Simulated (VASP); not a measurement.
# Au (Im-3m) in VASP: notebook, part 2 of 2

VASP 6.6.1. The steps go on from the part before.

## 3. Relaxation of cell and atoms, r2SCAN+rVV10

The input, INCAR:

```
PREC = Accurate ; ENCUT = 600
EDIFF = 1E-7 ; ISMEAR = 0
SIGMA = 0.1 ; LREAL = False
LASPH = True ; NELM = 80
ALGO = Normal ; ISIF = 3
LWAVE = False ; LCHARG = False
METAGGA = R2SCAN ; LMIXTAU = True
LUSE_VDW = True ; IVDW_NL = 2
BPARAM = 11.95 ; CPARAM = 0.0093
IBRION = 2 ; NSW = 90
EDIFFG = -0.005
```

The input, KPOINTS:

```
regular mesh
0
Gamma
  18 18 18
```

The input, POSCAR:

```
Au
1.0
   -1.6198059000      1.6198059000      1.6198059000
    1.6198059000     -1.6198059000      1.6198059000
    1.6198059000      1.6198059000     -1.6198059000
Au
1
Direct
    0.0000000000      0.0000000000      0.0000000000
```

Potentials or basis: VASP PAW PBE potentials, release 64 (Au).

Command:

```console
> cat potpaw_PBE.64/Au/POTCAR > POTCAR
> mpirun -np 1 vasp_std > vasp.out
```

OUTCAR:

```text
PREC = Accurate
   ENCUT = 600
   EDIFF = 1E-7
   ISMEAR = 0
   LREAL = False
   LASPH = True
   NELM = 80
   ISIF = 3
   METAGGA = R2SCAN
   IVDW_NL = 2
   BPARAM = 11.95
   IBRION = 2
   NSW = 90
   EDIFFG = -0.005

 ion  position               nearest neighbor table
   1  0.000  0.000  0.000-

  LATTYP: Found a body centered cubic cell.
 ALAT       =     3.2396118000

  Lattice vectors:

 A1 = (  -1.6198059000,   1.6198059000,   1.6198059000)
 A2 = (   1.6198059000,  -1.6198059000,   1.6198059000)
 A3 = (   1.6198059000,   1.6198059000,  -1.6198059000)

Analysis of symmetry for initial positions (statically):
=====================================================================
 Subroutine PRICEL returns:
 Original cell was already a primitive cell.

 Routine SETGRP: Setting up the symmetry group for a
 body centered cubic supercell.

 Subroutine GETGRP returns: Found 48 space group operations
 (whereof 48 operations were pure point group operations)
 out of a pool of 48 trial point group operations.

The static configuration has the point symmetry O_h .

Analysis of symmetry for dynamics (positions and initial velocities):
=====================================================================
 Subroutine PRICEL returns:
 Original cell was already a primitive cell.

 Routine SETGRP: Setting up the symmetry group for a
 body centered cubic supercell.

 Subroutine GETGRP returns: Found 48 space group operations
 (whereof 48 operations were pure point group operations)
 out of a pool of 48 trial point group operations.

The dynamic configuration has the point symmetry O_h .

 Subroutine INISYM returns: Found 48 space group operations
 (whereof 48 operations are pure point group operations),
 and found     1 'primitive' translations

----------------------------------------------------------------------------------------

[... 132 lines left out ...]

 number of electron      11.0000001 magnetization

 Free energy of the ion-electron system (eV)
  ---------------------------------------------------
  ext. energy  EPLUGINS =         0.00000000
  ---------------------------------------------------
  free energy    TOTEN  =       -50.36029005 eV

  energy without entropy =      -50.35982821  energy(sigma->0) =      -50.36005913

------------------------ aborting loop because EDIFF is reached ----------------------------------------

  FORCE on cell =-STRESS in cart. coord.  units (eV):
  Direction    XX          YY          ZZ          XY          YZ          ZX
  --------------------------------------------------------------------------------------
  -------------------------------------------------------------------------------------
  Total        0.4261475      0.4261475      0.4261475      0.0000000      0.0000000      0.0000000
  in kB       40.1625813     40.1625813     40.1625813      0.0000000      0.0000000      0.0000000
  external PRESSURE =      40.1625813 kB  Pullay stress =       0.0000000 kB
[... 57 lines left out ...]
--------------------------------------- Ionic step        3  -------------------------------------------

 number of electron      11.0000002 magnetization

 Free energy of the ion-electron system (eV)
  ---------------------------------------------------
  ext. energy  EPLUGINS =         0.00000000
  ---------------------------------------------------
  free energy    TOTEN  =       -50.36505747 eV

  energy without entropy =      -50.36439118  energy(sigma->0) =      -50.36472432

 E-fermi :   9.0609     XC(G=0): -13.5148

 val. band max:        9.0128939642   @ k =   0.3889   0.0556   0.0556
 cond. band min:       9.1346970557   @ k =  -0.3333   0.3333   0.3333
 fundamental gap:      0.1218030915
 Fermi energy:         9.0608502747

 k-point     1 :       0.0000    0.0000    0.0000
  band No.  band energies     occupation
      1      -0.8990      2.00000
      2       3.9472      2.00000
      3       3.9472      2.00000
      4       3.9472      2.00000
      5       5.8668      2.00000
      6       5.8668      2.00000
      7      26.3764      0.00000
      8      26.3764      0.00000
      9      26.3764      0.00000
[... 265 lines left out ...]
 k-point    24 :       0.3889    0.1111    0.0000
  band No.  band energies     occupation
      1       1.9093      2.00000
      2       2.9854      2.00000
      3       5.4602      2.00000
      4       5.7410      2.00000
      5       6.5586      2.00000
      6       9.1930      0.06172
      7      13.5847      0.00000
      8      21.2995      0.00000
      9      23.0876      0.00000

 [... further k-points ...]

------------------------ aborting loop because EDIFF is reached ----------------------------------------

  FORCE on cell =-STRESS in cart. coord.  units (eV):
  Direction    XX          YY          ZZ          XY          YZ          ZX
  --------------------------------------------------------------------------------------
  -------------------------------------------------------------------------------------
  Total       -0.0019851     -0.0019851     -0.0019851      0.0000000      0.0000000      0.0000000
  in kB       -0.1828279     -0.1828279     -0.1828279      0.0000000      0.0000000      0.0000000
  external PRESSURE =      -0.1828279 kB  Pullay stress =       0.0000000 kB
[... 16 lines left out ...]
  FREE ENERGIE OF THE ION-ELECTRON SYSTEM (eV)
  ---------------------------------------------------
  free  energy   TOTEN  =       -50.3650574665 eV

  energy  without entropy=      -50.3643911817  energy(sigma->0) =      -50.36472432

 reached required accuracy - stopping structural energy minimisation
```

CONTCAR:

```text
Au
   1.00000000000000
    -1.6322992805286378    1.6322992805286378    1.6322992805286378
     1.6322992805286378   -1.6322992805286378    1.6322992805286378
     1.6322992805286378    1.6322992805286378   -1.6322992805286378
  Au
     1
Direct
     0.0000000000000000    0.0000000000000000    0.0000000000000000

  0.00000000E+00  0.00000000E+00  0.00000000E+00
```

Wall time 2.3 min (1 thread of Intel Xeon 6975P-C (Granite Rapids), shared host); peak memory 0.25 GiB.

Results:

```
Free energy                            : -50.3651 eV
Relaxed volume                         : 17.40 Å³/atom
Relaxed cell                           : a = 2.827 Å, b = 2.827 Å, c = 2.827 Å, α = 109.47°, β = 109.47°, γ = 109.47°
Space group after relaxing (to 0.05 Å) : Im-3m (No. 229)
Energy gained by relaxing              : 4.8 meV/atom
Ionic steps                            : 3
Pressure after relaxing                : 0.0 GPa
Band gap on the k mesh                 : none (metal or under the smearing width)
```

Step by step:
| step | energy change (eV) | largest force (eV/Å) | pressure (GPa) | volume (Å³) |
| --- | --- | --- | --- | --- |
| 1 | 0.0000 | 0.0000 | 4.02 | 17.00 |
| 2 | 0.0075 | 0.0000 | -5.53 | 18.07 |
| 3 | -0.0048 | 0.0000 | -0.02 | 17.40 |

Final structure:
```
CELL_PARAMETERS angstrom
-1.63230 1.63230 1.63230
1.63230 -1.63230 1.63230
1.63230 1.63230 -1.63230
ATOMIC_POSITIONS crystal
Au 0.00000 0.00000 0.00000
```

Levels at points of the mesh, in eV from the Fermi level:
```
           k point  band 4  band 5  band 6  band 7  band 8  band 9
(0.00, 0.00, 0.00)   -5.11   -3.19   -3.19   17.32   17.32   17.32
(0.50, 0.00, 0.00)   -3.01   -1.63   -0.49    3.49   12.99   14.28
(0.50, 0.50, 0.50)   -2.01   -2.01    6.53    6.53    6.53    9.82
```

Caveat: the PAW data sets were made with another functional, which shifts forces and pressure a little. The run has no spin-orbit coupling, so splittings on Au are missing.
